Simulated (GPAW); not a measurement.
Runs of GPAW 26.7.0 on CsPbCl3. It takes space group Pm-3m (No. 221, cubic). Conventional cell: a = 5.605 Å, b = 5.605 Å, c = 5.605 Å, α = 90.00°, β = 90.00°, γ = 90.00°. Pb (site symmetry m-3m) is surrounded by 6 Cl at 2.80 Å. Cs (site symmetry m-3m) has 12 Cl at 3.96 Å as nearest neighbours. Cl (site symmetry 4/mmm) is surrounded by 2 Pb at 2.80 Å. 

```csv
task,level,potentials or basis,band path,band points,data set,gap on the mesh (eV),V0 of scaled cells (Å³/atom),B0 (GPa)
equation of state,BP86+D3(BJ),"PAW data sets generated in the run's folder for this functional, pw",-,-,-,-,34.87,27
band structure,GLLB-SC,"the program's PAW data sets (release 1.2.1) made for this functional, pw","GXMGRX,MR",80,-,3.32,-,-
equation of state,SOGGA,"PAW data sets generated in the run's folder for this functional, pw",-,-,-,-,35.34,26
band structure,LDA,"the program's PAW data sets (release 1.2.1) made for this functional, newer versions, pw","GXMGRX,MR",100,Cl v3,1.68,-,-
equation of state,PBEsol+D4,"PAW data sets generated in the run's folder for this functional, pw",-,-,-,-,(b),26
equation of state,LDA,"the program's PAW data sets (release 1.2.1) made for this functional, pw",-,-,-,-,33.72,30
equation of state,PBEsol,"PAW data sets generated in the run's folder for this functional, pw",-,-,-,-,(a),(c)
equation of state,LDA,"PAW data sets generated in the run's folder for this functional, pw",-,-,-,-,33.72,30
equation of state,AM05,"PAW data sets generated in the run's folder for this functional, pw",-,-,-,-,36.61,23
```

Alike in all rows: no spin polarisation; cell as given; k mesh 4 × 4 × 4; cutoff (eV) 600; smearing fermi-dirac 0.05 eV.

**Question.** Estimate the missing entries.

**Answer.** (a) 35.52; (b) 34.90; (c) 25.

Caveats: spin-orbit coupling is left out, which as a rule narrows the gap of such compounds by several tenths of an eV (some runs); the GLLB-SC gap is the Kohn-Sham gap of the path plus the derivative discontinuity (some runs); a model potential gives levels but no total energy (some runs).

A k mesh can miss the band edges, and the runs leave out spin-orbit coupling on Cs, Pb.

Runs at the PBE level aren't shown here.
